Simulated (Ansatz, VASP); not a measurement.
## One calculation of CdSe, two programs

```
Cd Se
1.0
     0.00000    2.90728    2.90728
     2.90728    0.00000    2.90728
     3.06951    3.06951   -0.16223
Cd Se
1 1
Direct
  0.00000 0.00000 0.00000
  0.75000 0.75000 0.75000
```

Alike in both runs: task single point; functional PBEsol; k mesh 10 × 10 × 10; occupations gaussian, width 0.05 eV; no spin polarisation.

|  | VASP | Ansatz |
| --- | --- | --- |
| version | VASP 6.6.1 | Ansatz 0.2.0 |
| potentials or method | VASP PAW PBE potentials, release 64 (Cd, Se) | scalar-relativistic, plane waves, PAW |
| plane-wave cutoff (eV) | 520 | 420 |
| valence electrons in the cell | 18 | 36 |

```csv
,VASP,Ansatz,Ansatz less VASP
gap on the k mesh at the Fermi level (eV),0.48,0.48,-0.002
least direct gap on the mesh (eV),0.48,0.48,-0.002
pressure (GPa),4.3,3.9,-0.46
largest component of the traceless stress (GPa),2.69,2.63,-0.065
rms of the force components (eV/Å),0.364,0.348,-0.0159
```

Atom by atom the forces differ by 0.016 eV/Å (rms over components). The functional is the same, so the differences come from potentials, cutoffs and numerics. The two sets of potentials don't hold the same shells in valence.

Caveats: the PAW data sets were made with another functional, which shifts forces and pressure a little (VASP).
